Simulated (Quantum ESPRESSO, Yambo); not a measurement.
# A GW chain in Yambo: AlAs (F-43m), part 2 of 3

How does a plane-wave GW calculation on AlAs (F-43m) run from the first input to the gap?

Quantum ESPRESSO 7.5 and Yambo 5.3.0; PBE and many-body steps on it, plane waves. Known limits of the many-body steps: not at the basis limit; no spin-orbit coupling; coarse k mesh.

So far. Step 2 (Ground state): The gap is indirect, with the least direct gap 0.61 eV higher. Step 3 (Bands along the symmetry lines): The gap is 1.438 eV, as in the run before at this level.

### 4. Empty states on the mesh, 4×4×4 mesh, 231 bands

Level of this step: DFT, PBE, plane waves, norm-conserving pseudopotentials (Quantum ESPRESSO).

The sums over transitions need many empty states on a uniform mesh; this step solves for them.

pw.in reads:

```
&control
  calculation = 'nscf'
  prefix = 'x'
  outdir = 'o'
  pseudo_dir = 'pseudo'
/
&system
  ibrav = 0
  nat = 2
  ntyp = 2
  ecutwfc = 100.0
  nbnd = 231
  force_symmorphic = .true.
/
&electrons
  conv_thr = 1e-9
  electron_maxstep = 80
  diago_full_acc = .true.
  diago_thr_init = 5e-6
/
ATOMIC_SPECIES
  Al 26.982 Al.upf
  As 74.922 As.upf
CELL_PARAMETERS angstrom
  0.0000000000 2.8304000000 2.8304000000
  2.8304000000 0.0000000000 2.8304000000
  2.8304000000 2.8304000000 -0.0000000000
ATOMIC_POSITIONS crystal
  Al 0.0000000000 0.0000000000 0.0000000000
  As 0.2500000000 0.2500000000 0.2500000000
K_POINTS automatic
  4 4 4 0 0 0
```

Launch:

```
$ OMP_NUM_THREADS=1 mpirun -n 4 pw.x -nk 4 -in pw.in > pw.out
```

The program printed:

```text
[banner, memory and clock lines left out]
Program PWSCF v.7.5 starts

     Atomic positions and unit cell read from directory:
     o/x.save/

     Message from routine setup:
     using ibrav=0 with symmetry is DISCOURAGED, use correct ibrav instead

     G-vector sticks info

     bravais-lattice index     =            0
     lattice parameter (alat)  =       7.5642  a.u.
     unit-cell volume          =     306.0343 (a.u.)^3
     number of atoms/cell      =            2
     number of atomic types    =            2
     number of electrons       =        26.00
     number of Kohn-Sham states=          231
     kinetic-energy cutoff     =     100.0000  Ry
     charge density cutoff     =     400.0000  Ry
     Exchange-correlation= PBE
                           (   1   4   3   4   0   0   0)

     celldm(1)=   7.564177  celldm(2)=   0.000000  celldm(3)=   0.000000
     celldm(4)=   0.000000  celldm(5)=   0.000000  celldm(6)=   0.000000

     crystal axes: (cart. coord. in units of alat)
               a(1) = (   0.000000   0.707107   0.707107 )
               a(2) = (   0.707107   0.000000   0.707107 )
               a(3) = (   0.707107   0.707107  -0.000000 )

     reciprocal axes: (cart. coord. in units 2 pi/alat)
               b(1) = ( -0.707107  0.707107  0.707107 )
               b(2) = (  0.707107 -0.707107  0.707107 )
               b(3) = (  0.707107  0.707107 -0.707107 )
     Pseudo is Norm-conserving + core correction, Zval =  3.0
     Generated using ONCVPSP code by D. R. Hamann
     Using radial grid of 1876 points,  6 beta functions with:
     Pseudo is Norm-conserving + core correction, Zval = 23.0
     Generated using ONCVPSP code by D. R. Hamann
     Using radial grid of 1358 points,  6 beta functions with:
     Al                3.00    26.98200     Al( 1.00)
     As               23.00    74.92200     As( 1.00)

     24 Sym. Ops. (no inversion) found

   Cartesian axes

     site n.     atom                  positions (alat units)
         1        Al     tau(   1) = (   0.0000000   0.0000000   0.0000000  )
         2        As     tau(   2) = (   0.3535534   0.3535534   0.3535534  )

     number of k points=     8
                       cart. coord. in units 2pi/alat
        k(    1) = (   0.0000000   0.0000000   0.0000000), wk =   0.0312500
        k(    2) = (   0.1767767   0.1767767  -0.1767767), wk =   0.2500000
        k(    3) = (  -0.3535534  -0.3535534   0.3535534), wk =   0.1250000
[...]
k(    7) = (  -0.7071068   0.0000000   0.0000000), wk =   0.0937500
        k(    8) = (  -0.7071068   0.3535534   0.0000000), wk =   0.1875000

     Dense  grid:    41151 G-vectors     FFT dimensions: (  50,  50,  50)

     The potential is recalculated from file :
     o/x.save/charge-density

     Starting wfcs are   17 randomized atomic wfcs +  214 random wfcs

     Band Structure Calculation

     End of band structure calculation

          k = 0.0000 0.0000 0.0000 (  5065 PWs)   bands (ev):

  -176.9881-120.3709-120.3709-120.3709 -27.3877 -27.3877 -27.3877 -27.3771
   -27.3771  -4.8705   6.9991   6.9991   6.9991   9.0493  11.2909  11.2909
    11.2909  15.8858  16.0431  16.0431  18.4536  18.4536  18.4536  21.9189
    30.7849  30.7849  30.7849  32.7010  32.7010  33.0629  33.0629  33.0629
[...]
[... 17 further rows ...]
[...]
161.0542 161.0542 161.0542 161.7293 161.9096 161.9096 161.9096

          k = 0.1768 0.1768-0.1768 (  5168 PWs)   bands (ev):

  -176.9881-120.3709-120.3709-120.3709 -27.3876 -27.3873 -27.3873 -27.3771
[...]
[... 17 further rows ...]
[...]
160.1825 160.8586 160.8586 161.5279 161.8390 162.3026 162.3026

          k =-0.3536-0.3536 0.3536 (  5168 PWs)   bands (ev):

  -176.9881-120.3709-120.3709-120.3709 -27.3874 -27.3868 -27.3868 -27.3770
[...]
67.3176  69.4646  69.4646  69.7698  70.2946  70.2946  71.7273  72.7774
     [... 17 further rows ...]
   153.4083 153.4083 153.6515 155.3896 155.3896 155.4229 156.6330 156.6330
   157.2771 157.9521 158.8391 158.8391 159.3755 159.3755 160.2785

          k = 0.3536 0.0000 0.0000 (  5105 PWs)   bands (ev):

     [... further k-points ...]

     highest occupied, lowest unoccupied level (ev):     6.9991    8.4373

     XML data file, pseudopotentials, collected wavefunctions
```

The job ended after 27 s (4 MPI ranks of Arm Neoverse V1, shared host; peak memory 0.62 GiB; 1.8 min of CPU time).

Numbers from this step:

| Item | Value |
| --- | --- |
| gap | 1.438 eV |
| k of the valence top | 0, 0, 0 |
| k of the conduction bottom | 0, -0.5, -0.5 |
| least direct gap | 2.050 eV |
| k points computed | 8 |
| lowest point of the top converged band, above the valence top | 153.2794 eV |

On this mesh the gap is 1.438 eV.

### 5. Conversion and set-up

This step: Yambo 5.3.0; conversion and set-up on PBE, plane waves, norm-conserving pseudopotentials.

The states are converted to the many-body program's format and the q mesh is built.

Launch:

```
$ (cd o/x.save; p2y > p2y.log; mv SAVE ../..); yambo > setup.log
```

The program printed:

```text
 Yambo, version 5.3.0

 [02] CORE Variables Setup
 =========================

  [02.01] Unit cells
  ==================

  Cell kind             :  FCC
  Atoms in the cell     :  Al  As
  number of Al atoms    :  1
  number of As atoms    :  1

  List of atomic masses
  Mass of Al    :  26.98200
  Mass of As    :  74.92200

  List of atomic coordinates    : [cc]
  Al1       :  0.000000  0.000000  0.000000  order 1
  As1       :  2.674340  2.674340  2.674340  order 2

  Alat factors          :  5.348681  5.348681  5.348681 [a.u.]
  Direct lattice volume :  306.0343 [a.u.]
  Direct lattice vectors:  A[ 1 ]  A[ 2 ]  A[ 3 ]
   A[ 1 ]:  0.000000  1.000000  1.000000  [iru]
   0.000000  5.348681  5.348681  [cc]
   A[ 2 ]:  1.000000  0.000000  1.000000  [iru]
   5.348681  0.000000  5.348681  [cc]
   A[ 3 ]:  1.000000  1.000000 -0.000000  [iru]
   5.348681  5.348681 -0.000000  [cc]

  Recip. lattice volume :  0.810531 [a.u.]
  Recip. lattice vectors:  B[ 1 ]  B[ 2 ]  B[ 3 ]
   B[ 1 ]: -0.500000  0.500000  0.500000  [iku]
  -0.587358  0.587358  0.587358  [cc]
   B[ 2 ]:  0.500000 -0.500000  0.500000  [iku]
   0.587358 -0.587358  0.587358  [cc]
   B[ 3 ]:  0.500000  0.500000 -0.500000  [iku]
   0.587358  0.587358 -0.587358  [cc]

  [02.02] Symmetries
  ==================

  Inversion symmetry    : yes
  Spatial inversion     : no
  Inversion index       :  25
  K-space Time-reversal : yes
  Magnetic symmetries   : no
  Time-reversal derived K-space symmetries:   25   48
  Group table correct   : yes
  Symmetries units      :  [cc]

   [S  1]:   1.0000      0.42730E-17  0.42730E-17  0.42730E-17   1.0000     -0.42730E-17 -0.42730E-17 -0.42730E-17   1.0000
   [S  2]:  -1.0000     -0.42730E-17  0.42730E-17 -0.42730E-17  -1.0000     -0.42730E-17  0.42730E-17  0.42730E-17   1.0000
   [S  3]:  -1.0000      0.42730E-17 -0.42730E-17 -0.42730E-17   1.0000      0.42730E-17  0.42730E-17 -0.42730E-17  -1.0000
[...]
[S  9]:  0.42730E-17   1.0000      0.42730E-17 -0.42730E-17  0.42730E-17   1.0000       1.0000     -0.42730E-17 -0.42730E-17
   [S 10]:  0.42730E-17  -1.0000     -0.42730E-17 -0.42730E-17 -0.42730E-17  -1.0000       1.0000      0.42730E-17  0.42730E-17
     [... 36 further rows ...]
   [S*47]:   1.0000      0.42730E-17 -0.42730E-17  0.42730E-17 -0.42730E-17  -1.0000     -0.42730E-17   1.0000      0.42730E-17
   [S*48]:   1.0000     -0.42730E-17  0.42730E-17  0.42730E-17  0.42730E-17   1.0000     -0.42730E-17  -1.0000     -0.42730E-17

  [02.03] Reciprocal space
  ========================

  nG shells         :   388
  nG charge         :   41151
  nG WFs            :   6151
  nC WFs            :   5190
  G-vecs. in first 38 shells:  [ Number ]
     1    9   15   27   51   59   65   89  113
    137   169   181   229   259   283   307   331   339
    387   411   459   531   537   561   609   645   701
[...]
1139  1211
  ...
[...]
K/Q-points units:
  rlu = crystal or reduced units; cc = cartesian coordinates; iku = interal k-units

  K [1]          [rlu]:  0.000000  0.000000  0.000000
         WF components:   5065
  K [2]          [rlu]: -0.99003E-17  0.39775E-17  0.25000
         WF components:   5168
  K [3]          [rlu]:  0.19801E-16 -0.79550E-17 -0.50000
         WF components:   5168
  K [4]          [rlu]: -0.97223E-17  0.25000      0.25000
         WF components:   5105
  K [5]          [rlu]: -0.11933E-16  0.25000     -0.50000
         WF components:   5179
  [... 2 further k-points ...]
  K [8]          [rlu]:  0.250000 -0.500000 -0.250000
         WF components:   5180

  [02.05] Energies & Occupations
  ==============================

  [X] === General ===
  [X] Electronic Temperature                        :  0.000000  0.000000 [eV K]
  [X] Bosonic    Temperature                        :  0.000000  0.000000 [eV K]
  [X] Finite Temperature mode                       : no
  [X] El. density                                   :  0.57332E+24 [cm-3]
  [X] Fermi Level                                   :  6.999082 [eV]

  [X] === Gaps and Widths ===
  [X] Conduction Band Min                           :  1.438227 [eV]
  [X] Valence Band Max                              :  0.000000 [eV]
  [X] Filled Bands                                  :  13
  [X] Empty Bands                                   :   14  231
  [X] Direct Gap                                    :  2.050208 [eV]
  [X] Direct Gap localized at k                     :  1
  [X] Indirect Gap                                  :  1.438227 [eV]
  [X] Indirect Gap between kpts                     :   1   7
  [X] Last valence band width                       :  2.822586 [eV]
  [X] 1st conduction band width                     :  2.893526 [eV]

  E @ K [1]:  [eV]
  -183.9871 -127.3699 -127.3699 -127.3699  -34.3868  -34.3868  -34.3868  -34.3762
   -34.376      -11.870     -0.50378E-10 -0.18101E-10   0.0000       2.0502       4.2918       4.2918
    4.29183   8.88674   9.04406   9.04406  11.45451  11.45451  11.45451  14.91981
[...]
occ @ K [1]
[...]
E @ K [2]:  [eV]
[...]
occ @ K [2]
[...]
E @ K [3]:  [eV]
[...]
occ @ K [3]
[...]
E @ K [4]:  [eV]
[...]
occ @ K [4]
[...]
E @ K [5]:  [eV]
[...]
occ @ K [5]
[...]
[... 2 further k-points ...]
  E @ K [8]:  [eV]
[...]
occ @ K [8]
[...]
0.000000  0.000000  0.000000  0.000000  0.000000  0.000000  0.000000  0.000000
   0.000000  0.000000  0.000000  0.000000  0.000000  0.000000  0.000000  0.000000

 [03] Transferred momenta grid and indexing
 ==========================================

 IBZ Q-points                                      :   8
 BZ  Q-points                                      :   64

 K/Q-points units:
 rlu = crystal or reduced units; cc = cartesian coordinates; iku = interal k-units

 Q [1]          [rlu]:  0.000000  0.000000  0.000000
 Q [2]          [rlu]:  0.81056E-17  0.81056E-17  0.25000
 Q [3]          [rlu]: -0.16211E-16 -0.16211E-16 -0.50000
[...]
Q [7]          [rlu]:  0.19445E-16 -0.50000     -0.50000
 Q [8]          [rlu]:  0.250000 -0.500000 -0.250000

  [03.01] X indexes
  =================

   [03.01.01] Sigma indexes
   ========================

 [06] Game Over & Game summary
```

Wall time 3.1 s (1 MPI rank); peak memory 0.25 GiB.

(Continued in part 3 of 3.)

[Paths, hosts, dates, memory and timing lines, banners, echoed tables and standing remarks are left out of the program output.]

[Logs are printed without paths, hosts, clocks, repeated set-up lines and the standing remarks that a program may print on its own settings, such as how far it seeks lower states.]

[Runs of the session that timed out or met a known fault of the program may be left out.]

[Hosts, paths, dates, database ids (printed as entryN), source tags and the programs' standing remarks are cut or masked in the printed files.]
